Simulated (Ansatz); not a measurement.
**Bi: do energies and stresses tell the same story?**

These are results of DFT PBE+D3(BJ), scalar-relativistic, plane waves, PAW (Ansatz 0.2.0), not measurements.

Plane waves to 420 eV, a k mesh through Γ of 12×12×12 on the computed 2-atom cell and Gaussian smearing (0.10 eV); no spin polarisation.

Relaxed cell: R-3m, a = 4.535 Å, b = 4.535 Å, c = 11.645 Å, α = 90.00°, β = 90.00°, γ = 120.00°, 2 atoms in the primitive cell.

Energies at zero smearing and pressures from the stress tensor, at volumes with shape and atoms relaxed:
```csv
V (Å³/atom),E − E(first) (meV/atom),P (GPa)
30.416,0.00,7.22
31.453,-39.16,4.87
32.490,-64.23,2.92
33.527,-77.75,1.33
34.564,-81.93,0.01
35.601,-78.60,-1.00
36.638,-69.43,-1.81
38.020,-50.41,-2.55
```

Question: Check P = −dE/dV between neighbouring volumes, and get the bulk modulus from the pressures alone.

Answer: With 1 eV/Å³ = 160.2 GPa:
```csv
middle V (Å³/atom),−ΔE/ΔV (GPa),mean P (GPa)
30.935,6.052,6.046
31.971,3.873,3.892
33.008,2.088,2.122
34.045,0.646,0.671
35.082,-0.514,-0.495
36.119,-1.417,-1.404
37.329,-2.204,-2.178
```

The two differ by 0.03 GPa at most. The mean of two end pressures misses the average over a step by about ΔV² P″/12, up to 0.04 GPa here; with that taken off 0.04 GPa remains. The stress is the derivative of the free energy, not of the energy at zero smearing, and with free energies 0.01 GPa remains. Around V = 34.564 Å³/atom, the two neighbours give B = −V ΔP/ΔV = 34.564 × 2.33 / 2.074 = 38.8 GPa, against B0 = 37.7 GPa from the Birch–Murnaghan fit of the energies.

Spin–orbit coupling is left out, which can shift energies with elements as heavy as these.

Cost: 9 runs of about 5 core-minutes in all, on Intel Xeon 6975P-C (Granite Rapids) (shared hosts).